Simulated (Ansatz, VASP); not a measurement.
## Cross-check of Al (Al strained to the junction's net) between VASP and Ansatz

Aim: how closely do two programs agree when they are given the same cell, functional and k mesh? The structure shown is the end of the Ansatz relaxation below.

Method: plane waves, with VASP 6.6.1 beside it; single point at PBE, in Ansatz 0.2.0.

## Step 1: Set-up

It takes space group R-3m (No. 166, trigonal). The conventional cell has a = 2.750 Å, b = 2.750 Å, c = 7.275 Å, α = 90.00°, β = 90.00°, γ = 120.00°. Nearest to Al lie 12 Al at 2.75 to 2.90 Å.

## Step 2: Ansatz: relaxation, PBE

Ansatz runs on its default PAW (the set named soft_2) files.

This run makes the geometry at which the two programs are then compared.

input.yaml reads:

```yaml
crystal:
  lattice:
    - [2.75, 0.0, 0.0]
    - [-1.375, 2.3815698604, 0.0]
    - [0.0, 0.0, 7.1804571915]
  atoms:
    - { symbol: Al, position: [0.0, 0.0, 0.0] }
    - { symbol: Al, position: [0.3333333333, 0.6666666667, 0.3333333333] }
    - { symbol: Al, position: [0.6666666667, 0.3333333333, 0.6666666667] }
kpoints:
  mp_grid: { grid: [18, 18, 4] }
scf:
  occupations: { method: fermi_dirac, width: 0.1 }
  max_iter: 150
hamiltonian:
  xc: pbe
relax:
  f_tol: 0.01
  max_steps: 40
  cell: { fix: [a, b, angles] }
```

Run with:

```console
> ansatz run input.yaml --threads 4 --pin off --max-ram 10240MiB --backend cpu --events-out ev --progress --plain --runs-dir out
```

Numbers of over 12 decimals in the logs are rounded to 6 here.

Output:

```text
Engine: ansatz 0.2.0, x86_64-unknown-linux-gnu
Pseudopotentials: kind: paw
Pseudopotential: Al, paw, valence charge 3, recommended cutoff 420 eV (normal), Al.paw.azcp
Functional definition: PBE
  parameter kappa = 0.804
  parameter beta = 0.066725
  exchange = pbe_x(kappa = kappa, mu = beta*pi^2/3)
  correlation = pbe_c(beta = beta)
Crystal: 3 atoms, lattice volume = 47.027 Å³
Basis set: ecut = 420 eV, 905 PW (Γ), exchange–correlation on 40×40×96 points (8 copies of the dense FFT grid, shifted against one another)
Bands: 9, of which v1, the nominal top of the filled ones, is band 5 counted from 1 (4 counted from 0)
Symmetry: 36 space group operations
Space group: R-3m (ITA 166), of the structure as read, at distance tolerance 3.6e-5 Å
k-points: 138 of 1296
Non-local potential: Al, projectors of the file, l = 0: 2, l = 1: 2, l = 2: 1
PAW form: soft (Blöchl's): semilocal exchange-correlation on the pseudo side does not see the compensation charge
PAW one-centre angular grid: Al, 110 points (default); XC on 64 Gauss nodes
Initial density: superposition of atomic densities (neutral atoms: chi_scale 0, normalization atom), corrected by the library's trained network
Initial wavefunctions: pseudopotential atomic-orbital guess
Functional: x = pbe(κ = 0.804, μ = 0.219515), c = pbe(β = 0.066725)
SCF iter   1: F=—  HF=-1612.450743 eV  |F-HF|=—  |Δ(HF+E_count)|=         —  Δρ=9.36e-4  dr2=3.99e-4  ethr=1.77e-3  ⟨swp⟩=5.8  Hψ=22411  notcnv=0  defer=23
automatic band count: the SCF goes on with 13 bands, as 9 were too few: the levels above may hold too much charge
preconditioner: auto → none  [metal: Δε(μ)=0.008 eV  Ē_g=10.731 eV  σ=0.100 eV  W_gap=0.02  n_scr=4 (ndim 8)  ℏωp=16.2 eV  f_vac=0.000  D(μ)=1.22/eV (n_scr^D=4)  sad-step TF]
SCF iter   2: F=—  HF=-1612.450715 eV  |F-HF|=—  |Δ(HF+E_count)|=   2.83e-5  Δρ=5.66e-4  dr2=1.54e-4  ethr=4.43e-6  ⟨swp⟩=1.4  Hψ=3019  notcnv=0  defer=34
SCF iter   3: F=—  HF=-1612.450696 eV  |F-HF|=—  |Δ(HF+E_count)|=   1.89e-5  Δρ=2.81e-5  dr2=1.70e-7  ethr=1.71e-6  ⟨swp⟩=1.6  Hψ=1886  notcnv=0  defer=34
SCF iter   4: F=—  HF=-1612.450678 eV  |F-HF|=—  |Δ(HF+E_count)|=   1.74e-5  Δρ=5.34e-6  dr2=8.85e-9  ethr=1.89e-9  ⟨swp⟩=2.0  Hψ=2183  notcnv=0  defer=34
iter 5 did not close the SCF: its close was put off for the readings that it lacked (scf_convergence_deferred on its scf_iter line)
SCF iter   5: F=-1612.450678 eV  HF=-1612.450678 eV  |F-HF|=6.91e-11  |Δ(HF+E_count)|=   6.82e-9  Δρ=3.19e-7  dr2=8.62e-12  ethr=9.83e-11  ⟨swp⟩=1.5  Hψ=1841  notcnv=0  defer=34
SCF iter   6: F=-1612.450678 eV  HF=-1612.450678 eV  |F-HF|=2.27e-13  |Δ(HF+E_count)|=  6.64e-11  Δρ=4.38e-8  dr2=6.13e-13  ethr=1.00e-12  ⟨swp⟩=1.0  Hψ=3894  notcnv=0
SCF 1 converged in 6 iterations: F = -1612.450678 eV  dr2 = 6.13e-13
  greatest PAW one-centre occupation: 0.448 electrons in one spin orbital (limit 2), on the Al atom at site 2 (counted from 0), in its partial waves of l = 0
relax step   1: F+E_penalty+E_count = -1612.45067841 eV  Δ(F+E_penalty+E_count) = +0.000e0 eV  max|allowed force component| = 6.936e-29 eV/Å  Δτ_max = 0.0000 Å  P = +4.985 GPa  Ω = 47.027 Å³  fix = [a, b, alpha, beta, gamma]  reactions: a +6.924, b +6.924 GPa  (6 SCF iters, dr2 threshold 1.00e-7 eV, accepted)
[...]
relax step   2: F+E_penalty+E_count = -1612.45224092 eV  Δ(F+E_penalty+E_count) = -1.563e-3 eV  max|allowed force component| = 2.511e-28 eV/Å  Δτ_max = 0.0000 Å  P = +4.397 GPa  Ω = 47.371 Å³  energy of the carried Pulay correction = -1.529e-4 eV  fix = [a, b, alpha, beta, gamma]  reactions: a +6.349, b +6.349 GPa  (6 SCF iters, dr2 threshold 3.00e-7 eV, accepted)
[...]
relax step   3: F+E_penalty+E_count = -1612.45253534 eV  Δ(F+E_penalty+E_count) = -2.944e-4 eV  max|allowed force component| = 1.262e-27 eV/Å  Δτ_max = 0.0000 Å  P = +3.945 GPa  Ω = 47.649 Å³  energy of the carried Pulay correction = -2.756e-4 eV  fix = [a, b, alpha, beta, gamma]  reactions: a +5.927, b +5.927 GPa  (6 SCF iters, dr2 threshold 3.00e-7 eV, accepted)
[...]
relax step   4: F+E_penalty+E_count = -1612.45285130 eV  Δ(F+E_penalty+E_count) = -3.160e-4 eV  max|allowed force component| = 1.382e-24 eV/Å  Δτ_max = 0.0000 Å  P = +3.954 GPa  Ω = 47.649 Å³  fix = [a, b, alpha, beta, gamma]  reactions: a +5.933, b +5.933 GPa  stress off target by 2.50e-3 GPa on what of the cell is left free  SCF on the basis re-selected at this cell (its energy is not comparable with the rows above)  (7 SCF iters)
basis re-selected at this cell: Δ(F+E_penalty+E_count) = -3.160e-4 eV, ΔP = +0.009 GPa vs the last step (what re-selecting the basis moved, of the pressure what is left beyond the Pulay correction that the steps carried, after the strain that the cell walked since its last selection, with what the two solves' SCF thresholds leave and, on support functions, any second-order correction that the steps lacked; it is no measure of the basis error at this ecutwfc). The dense FFT grid was sized anew with the basis: this SCF ran on 20×20×50 points, the steps before it on 20×20×48, so part of this shift can come from that change (see relax.cell in the input reference). [rest of the remark cut]
SCF converged after 7 iterations
Free energy (F): -1612.452851 eV
Harris-Foulkes:  -1612.452851 eV  (|F-HF|=6.82e-13)
Internal energy: -1612.413946 eV  (E = F + TS)
E sigma→0 (E₀):  -1612.433399 eV
Entropy (-TS):   -0.038905 eV (-12.968 meV/atom)
Fermi energy:    8.335715 eV
--- Per-component energies (eV) ---
  E_band       = 34.303702
  E_kinetic    = 70.243644
  E_local      = 31.079474  (includes V_loc(G=0)·N_el)
  E_nonlocal   = 31.288026
  E_hartree    = 0.401185
  E_xc         = -119.997108
  E_vxc        = -87.911857  (∫ρ·V_xc dr)
  E_paw        = -1402.265170  (= ΣΔE_a)
  E_vpaw       = -11.197949  (= ΣTr[D̂ρ^β])
  E_aug_tail   = -0.000006  (compensation charges beyond the density's cutoff)
  E_ewald      = -223.163991
  E_smearing   = -0.038905  (= −TS)
  E_closure    = 0.000000  (closes the sum)
  Σ components = -1612.452851   (vs F -1612.452851, Δ=0.00e0)
--- Forces (eV/Å), atoms counted from 1 ---
  atom   1  Al     0.00000000    -0.00000000     0.00000000
  atom   2  Al     0.00000000     0.00000000     0.00000000
  atom   3  Al     0.00000000    -0.00000000    -0.00000000
  max |Σ_I F_I| component: 2.07e-24 eV/Å
--- Stress (GPa, compression-positive) ---
        5.932864      -0.000000       0.000000
        0.000000       5.932864      -0.000000
        0.000000      -0.000000      -0.002500
  P = ⅓ Tr σ = 3.9544 GPa (39.544 kbar)
--- Relaxed structure (3 steps of the walk, 3 accepted, 1 SCFs on fresh bases) ---
  F+E_penalty+E_count = -1612.45285130 eV   max|allowed force component| = 1.382e-24 eV/Å   (the final SCF, on the basis selected at the relaxed cell)
  cell:  # Å, volume = 47.6489 Å³
    - [2.750000, 0, 0]
    - [-1.375000, 2.381570, 0]
    - [0, 0, 7.275404]
  atoms:
    - { symbol: Al, position: [0, 0, 0] }
    - { symbol: Al, position: [0.333333, 0.666667, 0.333333] }
    - { symbol: Al, position: [0.666667, 0.333333, 0.666667] }
```

The column dr2 measures how far the density is from self-consistency, as an energy; F and HF (Harris–Foulkes) agree once it is small.

## Step 3: VASP: single point, PBE

The same cell, functional, mesh and smearing now go to VASP, with its own data sets.

Lines of VASP's logs that name or quote its potential files are left out, and so is its time.

INCAR reads:

```
SYSTEM = Al
PREC = Accurate
ENCUT = 500
EDIFF = 1E-06
NELM = 120
ISMEAR = -1
SIGMA = 0.1
LREAL = .FALSE.
ALGO = Normal
GGA = PE
NBANDS = 10
LORBIT = 11
LWAVE = .FALSE.
LCHARG = .FALSE.
ISIF = 2
LASPH = .TRUE.
GGA_COMPAT = .FALSE.
```

POSCAR reads:

```
Al
1.0
    2.7500000000      0.0000000000      0.0000000000
   -1.3750000000      2.3815698604      0.0000000000
    0.0000000000      0.0000000000      7.2754043781
Al
3
Direct
    0.0000000000      1.0000000000      0.0000000000
    0.3333333333      0.6666666667      0.3333333333
    0.6666666667      0.3333333333      0.6666666667
```

KPOINTS reads:

```
Automatic mesh
0
Gamma
18 18 4
0 0 0
```

PAW data sets: Al (PBE family, release 64).

Run with:

```console
> mpirun -np 1 vasp_std
```

Output:

```text
[banner, memory and clock lines left out]
running    1 mpi-ranks, on    1 nodes
 distrk:  each k-point on    1 cores,    1 groups
 distr:  one band on    1 cores,    1 groups

 POSCAR found type information on POSCAR Al
 POSCAR found :  1 types and       3 ions
 LDA part: xc-table for (Slater+PW92), standard interpolation
 POSCAR, INCAR and KPOINTS ok, starting setup
 FFT: planning ... GRIDC
 FFT: planning ... GRID_SOFT
 FFT: planning ... GRID
 WAVECAR not read
 entering main loop
       N       E                     dE             d eps       ncg     rms          rms(c)
DAV:   1     0.284311239480E+01    0.28431E+01   -0.29135E+03  2776   0.609E+02
DAV:   2    -0.108676174360E+02   -0.13711E+02   -0.12982E+02  3682   0.767E+01
DAV:   3    -0.112517312801E+02   -0.38411E+00   -0.37720E+00  3716   0.111E+01
DAV:   4    -0.112542380173E+02   -0.25067E-02   -0.25037E-02  3630   0.960E-01
DAV:   5    -0.112542562360E+02   -0.18219E-04   -0.18218E-04  3508   0.807E-02    0.240E+00
DAV:   6    -0.112132267565E+02    0.41029E-01   -0.42499E-03  3260   0.435E-01    0.140E+00
DAV:   7    -0.111837635263E+02    0.29463E-01   -0.11364E-02  3140   0.665E-01    0.204E-01
DAV:   8    -0.111835159219E+02    0.24760E-03   -0.19515E-04  3908   0.910E-02    0.440E-02
DAV:   9    -0.111835078765E+02    0.80455E-05   -0.52825E-06  3490   0.136E-02    0.416E-03
DAV:  10    -0.111835070159E+02    0.86055E-06   -0.24937E-07  1970   0.294E-03
   1 F= -.11183507E+02 E0= -.11164088E+02  d E =-.388387E-01
```

From OUTCAR (step 3):

```text
ion  position               nearest neighbor table
   1  0.000  0.000  0.000-   2 2.90   3 2.90   2 2.90   3 2.90   3 2.90   2 2.90
   2  0.333  0.667  0.333-   1 2.90   1 2.90   1 2.90   3 2.90   3 2.90   3 2.90
   3  0.667  0.333  0.667-   1 2.90   1 2.90   1 2.90   2 2.90   2 2.90   2 2.90

  LATTYP: Found a hexagonal cell.
 ALAT       =     2.7500000000
 C/A-ratio  =     2.6456015920

 Subroutine GETGRP returns: Found 12 space group operations
 (whereof 12 operations were pure point group operations)

The static configuration has the point symmetry D_3d.

 Found    138 irreducible k-points:

   k-points           NKPTS =    138   k-points in BZ     NKDIM =    138   number of bands    NBANDS=     10

   dimension x,y,z NGX =    20 NGY =   20 NGZ =   54
   dimension x,y,z NGXF=    40 NGYF=   40 NGZF=  108

   ENCUT  =  500.0 eV  36.75 Ry    6.06 a.u.   5.01  5.01 13.26*2*pi/ulx,y,z

   NELECT =       9.0000    total number of electrons

 k-points in reciprocal lattice and weights: Automatic mesh
   0.00000000  0.00000000  0.00000000       0.001
   0.05555556  0.00000000  0.00000000       0.005
   0.11111111  0.00000000  0.00000000       0.005
   0.16666667  0.00000000  0.00000000       0.005
   0.22222222  0.00000000  0.00000000       0.005
   0.27777778  0.00000000  0.00000000       0.005
   0.33333333 -0.00000000  0.00000000       0.005
   0.38888889  0.00000000  0.00000000       0.005
   0.44444444  0.00000000  0.00000000       0.005
[...]
0.33333333  0.27777778  0.50000000       0.009
   0.33333333  0.33333333  0.50000000       0.002

 average (electrostatic) potential at core
       1 -72.1636       2 -72.1636       3 -72.1636

 E-fermi :   8.3946

 k-point     1 :       0.0000    0.0000    0.0000
  band No.  band energies     occupation
      1      -3.0018      2.00000
      2      -0.2365      2.00000
      3      -0.2365      2.00000
      4       7.7782      1.99580
      5       7.7782      1.99580
      6      19.5347      0.00000
      7      20.5974      0.00000
      8      20.5974      0.00000
      9      20.5974      0.00000
     10      20.6147      0.00000

 k-point     2 :       0.0556    0.0000    0.0000
  band No.  band energies     occupation
      1      -2.9213      2.00000
      2      -0.1576      2.00000
      3      -0.1576      2.00000
      4       7.8510      1.99133
      5       7.8514      1.99129
      6      18.7762      0.00000
      7      19.4590      0.00000
      8      19.4720      0.00000
      9      20.6185      0.00000
     10      20.6259      0.00000

 k-point     3 :       0.1111    0.0000    0.0000
  band No.  band energies     occupation
      1      -2.6800      2.00000
      2       0.0790      2.00000
      3       0.0791      2.00000
      4       8.0670      1.92724
      5       8.0712      1.92422
      6      16.5648      0.00000
      7      18.4475      0.00000
      8      18.4704      0.00000
      9      18.8871      0.00000
     10      19.8070      0.00000

  Total        1.7529802      1.7529802     -0.0087764      0.0000000      0.0000000     -0.0000000
  in kB       58.9432985     58.9432985     -0.2951022      0.0000000      0.0000000     -0.0000000
  external PRESSURE =      39.1971649 kB  Pullay stress =       0.0000000 kB

  energy-cutoff  :      500.00
  volume of cell :       47.65
      direct lattice vectors                 reciprocal lattice vectors
     2.750000000  0.000000000  0.000000000     0.363636364  0.209945552  0.000000000
    -1.375000000  2.381569860  0.000000000     0.000000000  0.419891105  0.000000000
     0.000000000  0.000000000  7.275404378     0.000000000  0.000000000  0.137449405

 POSITION                                       TOTAL-FORCE (eV/Angst)
 -----------------------------------------------------------------------------------
      0.00000      0.00000      0.00000         0.000000      0.000000      0.000000
     -0.00000      1.58771      2.42513         0.000000      0.000000      0.000000
      1.37500      0.79386      4.85027        -0.000000     -0.000000     -0.000000
 -----------------------------------------------------------------------------------
    total drift:                               -0.000000      0.000000     -0.000000

  FREE ENERGIE OF THE ION-ELECTRON SYSTEM (eV)
  ---------------------------------------------------
  free  energy   TOTEN  =       -11.1835070159 eV

  energy  without entropy=      -11.1446682843  energy(sigma->0) =      -11.16408765

 total charge
# of ion       s       p       d       tot
------------------------------------------
    1        0.428   0.356   0.000   0.784
    2        0.428   0.356   0.000   0.784
    3        0.428   0.356   0.000   0.784
--------------------------------------------------
tot          1.285   1.067   0.000   2.352

[... 3 further parts left out ...]
```

The run ends at a pressure of 3.92 GPa.

## Step 4: Differences

Known differences besides the potentials themselves: the cutoff is 420 eV in Ansatz and 500 eV in VASP; Ansatz's pressure holds a Pulay correction, VASP's none. Total energies have different zeros and are not compared.

The two programs side by side:

| quantity | Ansatz | VASP | difference |
| --- | --- | --- | --- |
| pressure (GPa) | 3.95 | 3.92 | +0.03 |

## Step 5: Results

```yaml
difference_in_pressure_single_point_pbe: 0.035 GPa
```

**Reading.** The difference in pressure is 0.035 GPa (single point, PBE), within the 1 GPa picked in this series as the mark of a large difference. Such differences can come from data sets, numerical settings and the points named under the comparisons, not from the functional's error against experiment.

[Lines on the potential files, build, host, timing and source positions are cut from VASP's logs without a mark.]

[Logs are printed without paths, hosts, clocks, repeated set-up lines and the standing remarks that a program may print on its own settings, such as how far it seeks lower states.]

[Hosts, paths, dates, database ids (printed as entryN), source tags and the programs' standing remarks are cut or masked in the printed files.]
